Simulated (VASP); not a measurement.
A run of VASP 6.6.1 is set up as follows.

File INCAR:

```
PREC = Accurate
ENCUT = 520
EDIFF = 1E-7
ISMEAR = -1
SIGMA = 0.05
LREAL = F
LASPH = T
NELM = 150
ALGO = Normal
ISIF = 2
LWAVE = F
LCHARG = F
ISPIN = 2
MAGMOM = 1
LORBIT = 11
LMAXMIX = 4
GGA = PE
NBANDS = 18
```

File KPOINTS:

```
regular mesh
0
Gamma
  20 20 20
```

POSCAR

```
Rh
1.0
    2.5358275752      0.0000000000      0.0000000000
    0.0000000000      2.5358275752      0.0000000000
    0.0000000000      0.0000000000      2.5358275752
Rh
1
Direct
    0.0000000000      0.0000000000      0.0000000000
```

Potentials or basis: VASP PAW PBE potentials, release 64 (Rh_pv).

Command:

```sh
$ cat potpaw_PBE.64/Rh_pv/POTCAR > POTCAR
$ mpirun -np 1 vasp_std > vasp.out
```

**Question.** What does it give for the pressure?

**Answer.** 0.0 GPa.

**Question.** What does it give for the band gap on the k mesh?

**Answer.** None (metal or under the smearing width).
